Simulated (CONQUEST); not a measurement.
Pb:

```xyz
2
Lattice="3.5002 0.0000 0.0000 0.0000 3.5002 0.0000 0.0000 0.0000 4.9500" Properties=species:S:1:pos:R:3 pbc="T T T"
Pb    0.0000    0.0000    0.0000
Pb    1.7501    1.7501    2.4750
```

```yaml
Program: CONQUEST 1.3
Task: single point
Functional: PBE
Potentials_or_basis: PseudoDojo NC PBE, SZ, grid cutoff 120 Ha
k_mesh: 8 × 8 × 6
Occupations: fermi-dirac, width 0.05 eV
Spin: no spin polarisation
```

On this cell: pressure 6.4 GPa; largest force zero by symmetry; band gap on the k mesh none (metal or under the smearing width).

The same run follows on a disturbed copy (atoms of the box moved at random, drawn with an rms of 0.05 Å):

```
Pb
1.0
     3.50021    0.00000    0.00000
     0.00000    3.50021    0.00000
     0.00000    0.00000    4.95004
Pb
2
Cartesian
  0.0194 -0.0318 0.0469
  1.7759 1.7371 2.4381
```

Q: What changes?

A: The energy (extrapolated to zero smearing) moves by +6.7 meV/atom; pressure 6.7 GPa; largest force 0.322 eV/Å; band gap on the k mesh none (metal or under the smearing width).

Forces on the atoms (eV/Å):
```
Pb   0.008  0.022 -0.320
Pb  -0.011 -0.020  0.322
```

Caveats: the atomic basis is small; the basis of atomic orbitals isn't converged, which shifts pressures, moduli and gaps; the box holds several primitive cells, so bands are folded and the points are those of the box's own zone (some runs); the real-space grid breaks the cell's symmetry a little (some runs).
